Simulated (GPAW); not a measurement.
Wanted: an ASE script for a GPAW 26.7.0 run.

```yaml
Task: single point
Functional: PBE
Potentials_or_basis: GPAW PAW data sets (gpaw-data 1.2.1)
Cutoff: 800 eV
Basis: pw
k_mesh: 13 × 13 × 13
Occupations: gaussian, width 0.011 eV
Spin: no spin polarisation
Maxiter: 150
```

Crystal: C.

```
CELL_PARAMETERS angstrom
0.00000 1.78337 1.78337
1.78337 0.00000 1.78337
1.78337 1.78337 0.00000
ATOMIC_POSITIONS crystal
C 0.75000 0.75000 0.75000
C 0.50000 0.50000 0.50000
```

This isn't the form of C at room conditions, which is graphite.

The input as run:

run.py

```python
from ase import Atoms
from ase.dft.bandgap import bandgap
from ase.io import write
from ase.units import GPa
from gpaw import GPAW, PW

atoms = Atoms(['C', 'C'],
              cell=[[0.0, 1.78337, 1.78337],
                    [1.78337, 0.0, 1.78337],
                    [1.78337, 1.78337, 0.0]],
              scaled_positions=[[0.75, 0.75, 0.75],
                                [0.5, 0.5, 0.5]],
              pbc=True)

calc = GPAW(mode=PW(800),
            xc='PBE',
            kpts={'size': (13, 13, 13), 'gamma': True},
            occupations={'name': 'methfessel-paxton', 'order': 0, 'width': 0.011},
            nbands=11,
            convergence={'density': 1e-05, 'energy': 1e-05},
            maxiter=150,
            txt='gpaw.txt')
atoms.calc = calc
energy = atoms.get_potential_energy()
forces = atoms.get_forces()
stress = atoms.get_stress()
calc.write('gs.gpw')
write('result.traj', atoms)
print(f'Energy: {energy:.6f} eV')
print('Forces (eV/A):')
print(forces.round(4))
print('Stress (GPa):', (stress / GPa).round(3))
print('Fermi level:', round(calc.get_fermi_level(), 4), 'eV')
print(f'Gap: {bandgap(calc)[0]:.4f} eV, direct: {bandgap(calc, direct=True)[0]:.4f} eV')
```

Potentials or basis: GPAW PAW data sets (gpaw-data 1.2.1), pw.

Run with:

```console
$ OMP_NUM_THREADS=1 python run.py
```

Results of the run:

| Item | Value |
| --- | --- |
| Pressure | 1.4 GPa |
| Band gap on the k mesh | 4.14 eV, indirect (least direct gap 5.60 eV) |

Caveat: an odd mesh through Γ misses points on the zone boundary, where band edges often lie.

Run time: 14 s on 1 thread of Arm Neoverse V1, on a shared host, peak memory 0.14 GiB.
